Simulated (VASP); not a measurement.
# VASP 6.6.1 run: NaF

INCAR

```
GGA = PE
ISMEAR = 1
IBRION = -1
ENCUT = 300
LWAVE = .FALSE.
PREC = Accurate
LREAL = Auto
NELM = 120
ISIF = 2
LASPH = .TRUE.
EDIFF = 1E-7
NSW = 0
LCHARG = .FALSE.
NBANDS = 14
SIGMA = 0.005
```

KPOINTS

```
KPOINTS created by Atomic Simulation Environment
0
Gamma
10 10 10
0 0 0
```

POSCAR

```
Na F
 1.0000000000000000
     2.7934851914443364   -0.0000000000000000   -0.0000000000000000
    -0.0000000000000000    2.7934851914443364   -0.0000000000000000
    -0.0000000000000000   -0.0000000000000000    2.7934851914443364
 Na  F
   1   1
Cartesian
 -0.0000000000000000  0.0000000000000000  0.0000000000000000
  1.3967425957221682  1.3967425957221682  1.3967425957221682
```

The recommended PBE PAW datasets give the neutral cell 14 valence electrons.

Command

```
mpirun -np 1 vasp_std
```

Problem. How does this run end, and what does it give?

Solution. It converged. Results: gap between bands v and c on the k mesh 6.23 eV; least direct gap on the k mesh 6.62 eV; pressure -54.5 GPa. Band v is the last that the valence electrons fill when counted band by band, and c is the next.

OSZICAR

```
N       E                     dE             d eps       ncg     rms          rms(c)
DAV:   1     0.669306774488E+02    0.66931E+02   -0.60023E+03  1770   0.890E+02
DAV:   2    -0.666986786019E+01   -0.73601E+02   -0.70197E+02  1784   0.251E+02
DAV:   3    -0.899764914354E+01   -0.23278E+01   -0.23258E+01  1850   0.434E+01
DAV:   4    -0.900989346444E+01   -0.12244E-01   -0.12244E-01  1784   0.326E+00
DAV:   5    -0.900999178281E+01   -0.98318E-04   -0.98318E-04  1856   0.284E-01    0.417E+00
DAV:   6    -0.846700908002E+01    0.54298E+00   -0.98406E-01  1806   0.984E+00    0.227E+00
DAV:   7    -0.840363101370E+01    0.63378E-01   -0.27924E-02  1772   0.353E+00    0.125E+00
DAV:   8    -0.838768544211E+01    0.15946E-01   -0.20809E-02  1634   0.367E+00    0.911E-02
DAV:   9    -0.838825896666E+01   -0.57352E-03   -0.26215E-03  1826   0.481E-01    0.329E-02
DAV:  10    -0.838825106148E+01    0.79052E-05   -0.75826E-05  1802   0.870E-02    0.658E-03
DAV:  11    -0.838825150873E+01   -0.44725E-06   -0.61184E-06  1874   0.631E-02    0.139E-03
DAV:  12    -0.838825148392E+01    0.24816E-07   -0.46274E-07  1694   0.961E-03
   1 F= -.83882515E+01 E0= -.83882515E+01  d E =0.795035-125
```

Standard output (part)

```
POSCAR found type information on POSCAR NaF
 POSCAR found :  2 types and       2 ions
|     You have a (more or less) 'small supercell' and for smaller cells       |
|     it is recommended to use the reciprocal-space projection scheme!        |
|     The real-space optimization is not efficient for small cells and it     |
|     is also less accurate ...                                               |
|     Therefore, set LREAL=.FALSE. in the INCAR file.                         |
 LDA part: xc-table for (Slater+PW92), standard interpolation
 POSCAR, INCAR and KPOINTS ok, starting setup
 WAVECAR not read
 entering main loop
```

These settings aren't sound, so the numbers aren't properties of the crystal.

On sound settings PBE gives a gap of 6.11 eV on its mesh and a pressure of 4.2 GPa for the intended cell.
